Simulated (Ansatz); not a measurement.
HfC: course of a relaxation

Computed with Ansatz 0.2.0, DFT PBE, scalar-relativistic, plane waves, PAW. Settings: 420 eV cutoff, 18×18×8 k-mesh, Gaussian smearing of 0.10 eV, no spin polarisation.

What was changed in HfN: N → C on all its sites, cell and atoms relaxed.

Spin–orbit coupling is left out, which can shift energies with elements as heavy as these.

Command:

```bash
ansatz run input.yaml --threads 1 --pin off --max-ram 2560MiB --backend cpu --events-out ev --progress --plain --runs-dir out
```

Input:

```yaml
crystal:
  lattice:
    - [3.201992458, 0.0, 0.0]
    - [-1.600996229, 2.7730068113, 0.0]
    - [0.0, 0.0, 5.524358898]
  atoms:
    - { symbol: Hf, position: [0.6666666667, 0.3333333333, 0.75] }
    - { symbol: Hf, position: [0.3333333333, 0.6666666667, 0.25] }
    - { symbol: C, position: [0.0, 0.0, 0.0] }
    - { symbol: C, position: [0.0, 0.0, 0.5] }
basis:
  ecutwfc: 420
kpoints:
  mp_grid: { grid: [18, 18, 8] }
hamiltonian:
  xc: pbe
scf:
  occupations: { method: gaussian, width: 0.1 }
output:
  forces: true
  stress: true
  eigenvalues: true
relax:
  adjacent_minimum: "off"
  f_tol: 0.01
  max_steps: 60
  cell: { stress_tol: 0.1 }
```

F is the free energy. Steps run on the plane waves of an earlier cell, but the last one, and at times one on the way, on a freshly chosen basis, so a repeated geometry can differ a little in energy.

Steps:

```
step F − F(1) (eV) largest force component (eV/Å) V (Å³/atom) P (GPa)
   1         0.0000                           0.000       12.263     6.28
   2        -0.2004                           0.000       12.704    -2.87
   3        -0.2067                           0.000       12.580    -0.64
   4        -0.2072                           0.000       12.544     0.01
   5        -0.2124                           0.000       12.544     0.11
   6        -0.2124                           0.000       12.549     0.00
   7        -0.2124                           0.000       12.549     0.00
```

Relaxed structure:

```cif
data_structure
_symmetry_space_group_name_H-M 'P 1'
_symmetry_Int_Tables_number 1
_cell_length_a 3.3303
_cell_length_b 3.3303
_cell_length_c 5.2258
_cell_angle_alpha 90.000
_cell_angle_beta 90.000
_cell_angle_gamma 120.000
_cell_volume 50.20
loop_
_atom_site_label
_atom_site_type_symbol
_atom_site_fract_x
_atom_site_fract_y
_atom_site_fract_z
_atom_site_occupancy
Hf1 Hf 0.66667 0.33333 0.75000 1
Hf2 Hf 0.33333 0.66667 0.25000 1
C1 C 0.00000 0.00000 0.00000 1
C2 C 0.00000 0.00000 0.50000 1
```

It takes space group P6_3/mmc (No. 194, hexagonal). Conventional cell: a = 3.330 Å, b = 3.330 Å, c = 5.226 Å, α = 90.00°, β = 90.00°, γ = 120.00°. Around Hf (site symmetry -6m2) lie 6 C at 2.32 Å. Around C (site symmetry -3m) lie 6 Hf at 2.32 Å and 2 C at 2.61 Å.

The run converged. The run took 2 min on 1 thread of Arm Neoverse V1, on a shared host, peak memory 0.52 GiB.